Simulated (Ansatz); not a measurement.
## Which way does SnO2 + HfS2 ⇌ SnS2 + HfO2 run?

Plane-wave DFT in Ansatz with scalar-relativistic PAW potentials, cutoff 420 eV, Γ-centred meshes chosen by cell and gap, Gaussian smearing with energies taken to zero width. Every cell was relaxed (cell and atoms) in a run of its own, within the symmetry of its start. Functional: LDA.

Total energies hold large constants for each element; a whole number of eV per atom of each element is taken off below, which cancels in a balanced reaction.

```csv
compound,lowest structure computed,structures tried,V (Å³/atom),gap on mesh (eV),"E (eV per formula unit, common shift removed)"
SnO2,P4_2/mnm,8,11.86,1.16,-6.1814
HfS2,P-3m1,2,20.75,0.58,-5.6834
SnS2,P-3m1,4,21.73,1.05,-1.8009
HfO2,P2_1/c,6,11.12,3.94,-12.1693
```

Work out the reaction energy at 0 K.

ΔE = E(SnS2) + E(HfO2) − E(SnO2) − E(HfS2) = -2.105 eV, or -203 kJ per mole of reaction (-351 meV/atom). The right side is lower: Sn takes S and Hf takes O. Pauling's electronegativities (Hf 1.3, Sn 1.96; O 3.44, S 2.58) would pair Hf with O, the most ionic bond; the result follows that. All four are computed as solids; where they are solids at ordinary conditions entropy changes little. A lower structure that wasn't tried would shift the value, and mixed crystals may lie lower than either side.

Spin-orbit coupling is left out, which matters for the bands of heavy elements. Each cell of HfS2, SnS2 holds layers, and where no dispersion correction was added their binding is poorly described.